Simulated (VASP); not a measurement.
# LiF (Griceite) (Fm-3m) in VASP: settings compared, part 3 of 3

VASP 6.6.1.

## 7. Band structure, r2SCANh

Input file POSCAR:

```
LiF
1.0
    0.0000000000      2.0140000000      2.0140000000
    2.0140000000      0.0000000000      2.0140000000
    2.0140000000      2.0140000000      0.0000000000
F Li
1 1
Direct
    0.5000000000      0.5000000000      0.5000000000
    0.0000000000      0.0000000000      0.0000000000
```

Input file INCAR.step1:

```
PREC = Accurate ; ENCUT = 520
EDIFF = 1E-5 ; ISMEAR = -1
SIGMA = 0.05 ; LREAL = F
LASPH = T ; NELM = 60
ALGO = Normal ; ISIF = 2
LWAVE = T ; LCHARG = F
GGA = PE
```

Input file INCAR.step2:

```
PREC = Accurate ; ENCUT = 520
EDIFF = 1E-6 ; ISMEAR = -1
SIGMA = 0.05 ; LREAL = F
LASPH = T ; NELM = 60
ALGO = Normal ; ISIF = 2
LWAVE = F ; LCHARG = F
METAGGA = R2SCAN ; LHFCALC = T
AEXX = 0.1 ; LMIXTAU = T
PRECFOCK = Fast ; HFRCUT = -1
ISTART = 1
```

Input file KPOINTS:

```
regular mesh
0
Gamma
  6 6 6
```

Input file KPOINTS_OPT:

```
path GXWKGLUWLK,UX
12
line-mode
reciprocal
 0.0000000000  0.0000000000  0.0000000000  G
 0.5000000000  0.0000000000  0.5000000000  X

 0.5000000000  0.0000000000  0.5000000000  X
 0.5000000000  0.2500000000  0.7500000000  W

 0.5000000000  0.2500000000  0.7500000000  W
 0.3750000000  0.3750000000  0.7500000000  K

 0.3750000000  0.3750000000  0.7500000000  K
 0.0000000000  0.0000000000  0.0000000000  G

 0.0000000000  0.0000000000  0.0000000000  G
 0.5000000000  0.5000000000  0.5000000000  L

 0.5000000000  0.5000000000  0.5000000000  L
 0.6250000000  0.2500000000  0.6250000000  U

 0.6250000000  0.2500000000  0.6250000000  U
 0.5000000000  0.2500000000  0.7500000000  W

 0.5000000000  0.2500000000  0.7500000000  W
 0.5000000000  0.5000000000  0.5000000000  L

 0.5000000000  0.5000000000  0.5000000000  L
 0.3750000000  0.3750000000  0.7500000000  K

 0.6250000000  0.2500000000  0.6250000000  U
 0.5000000000  0.0000000000  0.5000000000  X
```

Potentials or basis: VASP PAW PBE potentials, release 64 (F, Li_sv).

Run with:

```console
> cat potpaw_PBE.64/F/POTCAR potpaw_PBE.64/Li_sv/POTCAR > POTCAR
> cp INCAR.step1 INCAR
> mpirun -np 1 vasp_std > vasp.out
> cp INCAR.step2 INCAR
> mpirun -np 1 vasp_std > vasp.out
```

OUTCAR:

```text
PREC = Accurate
   ENCUT = 520
   EDIFF = 1E-6
   ISMEAR = -1
   LREAL = F
   LASPH = T
   NELM = 60
   ISIF = 2
   METAGGA = R2SCAN
   LHFCALC = T
   AEXX = 0.1
   PRECFOCK = Fast
   ISTART = 1

 ion  position               nearest neighbor table
   1  0.500  0.500  0.500-   2 2.01   2 2.01   2 2.01   2 2.01   2 2.01   2 2.01
   2  0.000  0.000  0.000-   1 2.01   1 2.01   1 2.01   1 2.01   1 2.01   1 2.01

  LATTYP: Found a face centered cubic cell.
 ALAT       =     4.0280000000

  Lattice vectors:

 A1 = (   0.0000000000,   2.0140000000,   2.0140000000)
 A2 = (   2.0140000000,   0.0000000000,   2.0140000000)
 A3 = (   2.0140000000,   2.0140000000,   0.0000000000)

Analysis of symmetry for initial positions (statically):
=====================================================================
 Subroutine PRICEL returns:
 Original cell was already a primitive cell.

 Routine SETGRP: Setting up the symmetry group for a
 face centered cubic supercell.

 Subroutine GETGRP returns: Found 48 space group operations
 (whereof 48 operations were pure point group operations)
 out of a pool of 48 trial point group operations.

The static configuration has the point symmetry O_h .

Analysis of symmetry for dynamics (positions and initial velocities):
=====================================================================
 Subroutine PRICEL returns:
 Original cell was already a primitive cell.

 Routine SETGRP: Setting up the symmetry group for a
 face centered cubic supercell.

 Subroutine GETGRP returns: Found 48 space group operations
 (whereof 48 operations were pure point group operations)
 out of a pool of 48 trial point group operations.

The dynamic configuration has the point symmetry O_h .

 Subroutine INISYM returns: Found 48 space group operations
 (whereof 48 operations are pure point group operations),
 and found     1 'primitive' translations
[... 115 lines left out ...]
   NKREDX  =     1    reduce k-point grid by
   NKREDY  =     1    reduce k-point grid by
   NKREDZ  =     1    reduce k-point grid by
   AEXX    =    0.1000 exact exchange contribution
   HFSCREEN=    0.0000 screening length (either q_TF or 0.3 A-1)
   HFSCREENC=   0.0000 screening length for correlation (either q_TF or 0.3 A-1)
   ENCUTFOCK=  -1.0 apply spherical cutoff to Coloumb kernel
   IVDW    =     0    specifies the selected vdW correction
   LEPSILON=     F    determine dielectric tensor
   LRPA    =     F    only Hartree local field effects (RPA)
 non-spin polarized calculation
  energy-cutoff  :      520.00
  volume of cell :       16.34
 maximum number of plane-waves:       459
 NGX is ok and might be reduce to    24
  NGX = 14; NGY = 14; NGZ = 14

 number of electron       9.9999992 magnetization

 Free energy of the ion-electron system (eV)
  ---------------------------------------------------
  ext. energy  EPLUGINS =         0.00000000
  ---------------------------------------------------
  free energy    TOTEN  =       -12.58241833 eV

  energy without entropy =      -12.58241833  energy(sigma->0) =      -12.58241833

 E-fermi :  -1.3138     XC(G=0):  -9.6091

 val. band max:       -2.4127606800   @ k =   0.0000   0.0000   0.0000
 cond. band min:       8.9063624770   @ k =   0.0000   0.0000   0.0000
 fundamental gap:     11.3191231570
 Fermi energy:        -1.3138078504

 k-point     1 :       0.0000    0.0000    0.0000
  band No.  band energies     occupation
      1     -45.1808      2.00000
      2     -23.9982      2.00000
      3      -2.4128      2.00000
      4      -2.4128      2.00000
      5      -2.4128      2.00000
      6       8.9064      0.00000
      7      24.2163      0.00000
      8      24.2163      0.00000
      9      24.2164      0.00000
[... 169 lines left out ...]
 k-point    16 :      -0.3333    0.5000    0.1667
  band No.  band energies     occupation
      1     -45.1074      2.00000
      2     -23.3286      2.00000
      3      -5.0174      2.00000
      4      -4.0082      2.00000
      5      -3.2861      2.00000
      6      14.8629      0.00000
      7      15.2940      0.00000
      8      17.6893      0.00000
      9      19.9751      0.00000

------------------------ aborting loop because EDIFF is reached ----------------------------------------

  FORCE on cell =-STRESS in cart. coord.  units (eV):
  Direction    XX          YY          ZZ          XY          YZ          ZX
  --------------------------------------------------------------------------------------
  -------------------------------------------------------------------------------------
  Total       -0.3482538     -0.3482538     -0.3482538      0.0000000      0.0000000      0.0000000
  in kB      -34.1505732    -34.1505732    -34.1505732      0.0000000      0.0000000      0.0000000
  external PRESSURE =     -34.1505732 kB  Pullay stress =       0.0000000 kB

 VOLUME and BASIS-vectors are now :
 -----------------------------------------------------------------------------
  energy-cutoff  :      520.00
  volume of cell :       16.34
      direct lattice vectors                 reciprocal lattice vectors
     0.000000000  2.014000000  2.014000000    -0.248262165  0.248262165  0.248262165
     2.014000000  0.000000000  2.014000000     0.248262165 -0.248262165  0.248262165
     2.014000000  2.014000000  0.000000000     0.248262165  0.248262165 -0.248262165

 POSITION                                       TOTAL-FORCE (eV/Angst)
 -----------------------------------------------------------------------------------
      2.01400      2.01400      2.01400         0.000000     -0.000000     -0.000000
      0.00000      0.00000      0.00000        -0.000000      0.000000      0.000000
 -----------------------------------------------------------------------------------
    total drift:                                0.000000      0.000000      0.000000

  FREE ENERGIE OF THE ION-ELECTRON SYSTEM (eV)
  ---------------------------------------------------
  free  energy   TOTEN  =       -12.5824183298 eV

  energy  without entropy=      -12.5824183298  energy(sigma->0) =      -12.58241833
```

OUTCAR.step1:

```text
PREC = Accurate
   ENCUT = 520
   EDIFF = 1E-5
   ISMEAR = -1
   LREAL = F
[... 406 lines left out ...]
      2.01400      2.01400      2.01400        -0.000000     -0.000000      0.000000
      0.00000      0.00000      0.00000         0.000000      0.000000     -0.000000
 -----------------------------------------------------------------------------------
    total drift:                               -0.000000     -0.000000      0.000000

  FREE ENERGIE OF THE ION-ELECTRON SYSTEM (eV)
  ---------------------------------------------------
  free  energy   TOTEN  =        -9.6375505453 eV

  energy  without entropy=       -9.6375505452  energy(sigma->0) =       -9.63755055
```

OSZICAR.step1:

```text
N       E                     dE             d eps       ncg     rms          rms(c)
DAV:   1     0.295568118540E+02    0.29557E+02   -0.59721E+03   320   0.114E+03
DAV:   2    -0.914264528126E+01   -0.38699E+02   -0.38114E+02   302   0.201E+02
DAV:   3    -0.101418792638E+02   -0.99923E+00   -0.99782E+00   382   0.301E+01
DAV:   4    -0.101482214267E+02   -0.63422E-02   -0.63414E-02   409   0.266E+00
DAV:   5    -0.101482305075E+02   -0.90809E-05   -0.90808E-05   389   0.856E-02    0.454E+00
DAV:   6    -0.962638861810E+01    0.52184E+00   -0.27998E+00   295   0.131E+01    0.140E+00
DAV:   7    -0.963055110417E+01   -0.41625E-02   -0.18827E-02   389   0.155E+00    0.854E-01
DAV:   8    -0.963738032181E+01   -0.68292E-02   -0.16108E-02   393   0.166E+00    0.969E-02
DAV:   9    -0.963748498688E+01   -0.10467E-03   -0.82010E-04   321   0.314E-01    0.409E-02
DAV:  10    -0.963754774090E+01   -0.62754E-04   -0.14095E-04   333   0.113E-01    0.722E-03
DAV:  11    -0.963755054535E+01   -0.28044E-05   -0.24588E-06   252   0.211E-02
   1 F= -.96375505E+01 E0= -.96375505E+01  d E =-.108244E-09
```

Run time: 5.1 min. Hardware: 1 thread of Intel Xeon 6975P-C (Granite Rapids), shared host; peak memory 0.17 GiB.

Results:

```yaml
Free_energy: -12.5824 eV
Band_gap_on_the_k_mesh: 11.32 eV, direct
Band_gap_along_the_path: 11.32 eV, direct
```

Levels at the corners of the path, in eV from the valence-band top:
```
point  band 3  band 4  band 5  band 6  band 7  band 8
    Γ    0.00    0.00    0.00   11.32   26.63   26.63
    X   -3.06   -1.03   -1.03   17.25   18.52   20.21
    X   -3.06   -1.03   -1.03   17.25   18.52   20.21
    W   -2.12   -2.12   -0.82   17.40   17.40   20.05
    W   -2.12   -2.12   -0.82   17.40   17.40   20.05
    K   -2.55   -1.59   -0.76   16.76   17.30   21.21
    K   -2.55   -1.59   -0.76   16.76   17.30   21.21
    Γ    0.00    0.00    0.00   11.32   26.63   26.63
    Γ    0.00    0.00    0.00   11.32   26.63   26.63
    L   -2.56   -0.25   -0.25   12.93   19.31   21.59
    L   -2.56   -0.25   -0.25   12.93   19.31   21.59
    U   -2.55   -1.59   -0.76   16.76   17.30   21.21
    U   -2.55   -1.59   -0.76   16.76   17.30   21.21
    W   -2.12   -2.12   -0.82   17.40   17.40   20.05
    W   -2.12   -2.12   -0.82   17.40   17.40   20.05
    L   -2.56   -0.25   -0.25   12.93   19.31   21.59
    L   -2.56   -0.25   -0.25   12.93   19.31   21.59
    K   -2.55   -1.59   -0.76   16.76   17.30   21.21
    U   -2.55   -1.59   -0.76   16.76   17.30   21.21
    X   -3.06   -1.03   -1.03   17.25   18.52   20.21
```

Caveat: the k mesh is coarse (spacing up to 0.45 Å⁻¹), so the values aren't converged, least of all with exact exchange; the cutoff is under 1.25 times the usual one of these potentials, so pressure, stress and relaxed cells hold a basis-set (Pulay) error; the PAW data sets were made with another functional, which shifts forces and pressure a little.

## 8. The reference run

An earlier run on the cell as given: functional PBE; potentials or basis VASP PAW PBE potentials, release 64 (F, Li_sv); cutoff 520 eV; k mesh 11 × 11 × 11; occupations fermi-dirac, width 0.05 eV; no spin polarisation.

* Band gap on the k mesh: 9.09 eV, direct

## 9. The runs side by side

| task | level | potentials or basis | k mesh | cutoff (eV) | smearing | ladder | grid for exact exchange (PRECFOCK) | exchange at q = 0 | mesh quality | gap on the mesh (eV) |
| --- | --- | --- | --- | --- | --- | --- | --- | --- | --- | --- |
| band structure | HSE03 | VASP PAW PBE potentials, release 64 (F, Li_sv) | 8 × 8 × 8 | 520 | gaussian 0.02 eV | free | Fast | - | not flagged | 11.10 |
| band structure | PBE0 | VASP PAW PBE potentials, release 64 (F, Li_sv) | 8 × 8 × 8 | 520 | gaussian 0.02 eV | free | Fast | truncated | not flagged | 12.14 |
| Berry-phase polarisation | BLYP+D3 | VASP PAW PBE potentials, release 64 (F_h, Li_sv) | 11 × 11 × 11 | 900 | fermi-dirac 0.05 eV | - | - | - | not flagged | - |
| band structure | r2SCANh | VASP PAW PBE potentials, release 64 (F, Li_sv) | 6 × 6 × 6 | 520 | fermi-dirac 0.05 eV | - | Fast | truncated | coarse | 11.32 |
| single point | PBE | VASP PAW PBE potentials, release 64 (F, Li_sv) | 11 × 11 × 11 | 520 | fermi-dirac 0.05 eV | - | - | - | not flagged | 9.09 |

Alike in all rows: no spin polarisation; cell as given.

Caveats: some runs use coarse meshes; the cutoff is under 1.25 times the usual one of these potentials, so pressure, stress and relaxed cells hold a basis-set (Pulay) error; the PAW data sets were made with another functional, which shifts forces and pressure a little (some runs); an odd mesh through Γ misses points on the zone boundary, where band edges often lie (some runs).

Absolute energies hang on the potentials; compare differences alone.
